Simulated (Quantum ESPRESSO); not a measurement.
**Au: equation of state with N12**

**What was measured.**

“Exploring toroidal anvil profiles for larger sample volumes above 4 Mbar”, 2024, pmc:11102561 quotes, for a bulk crystal of Au: bulk modulus 167 GPa.

Crystal: Au.

```
CELL_PARAMETERS angstrom
0.00000 2.03500 2.03500
2.03500 0.00000 2.03500
2.03500 2.03500 0.00000
ATOMIC_POSITIONS crystal
Au 0.00000 0.00000 0.00000
```

```json
{
 "Program": "Quantum ESPRESSO 7.5",
 "Task": "equation of state",
 "Functional": "N12",
 "Potentials or basis": "PseudoDojo 0.4.1 SR PBE standard",
 "Cutoff": "1034 eV",
 "Density cutoff": "4136 eV",
 "k mesh": "11 × 11 × 11",
 "Occupations": "fermi-dirac, width 0.05 eV",
 "Spin": "no spin polarisation",
 "Mixing beta": "0.5",
 "Most SCF iterations": "120",
 "SCF threshold": "2e-10 Ry"
}
```

- Equilibrium volume: 17.50 Å³/atom
- Bulk modulus: 157 GPa
- Pressure derivative of the bulk modulus: 5.8

Energy against volume, from the lowest point:
```tsv
volume (Å³/atom)	energy (meV/atom)
15.843	95.86
16.181	57.99
16.518	30.66
16.855	12.62
17.192	2.73
17.529	0.00
17.866	3.55
```

All runs of the series together: 91 s on 1 thread of AMD EPYC 7B13 (Zen 3), with other jobs on the host.

Against the measured bulk modulus of Au, 167 GPa (quoted in “Exploring toroidal anvil profiles for larger sample volumes above 4 Mbar”, 2024, pmc:11102561), the calculated 157 GPa is off by -6.2 %. The fit is for a static lattice scaled at fixed shape and fixed fractional positions.

Caveat: the potentials were made for another functional, which shifts forces and pressure. The run has no spin-orbit coupling, so splittings on Au are missing.
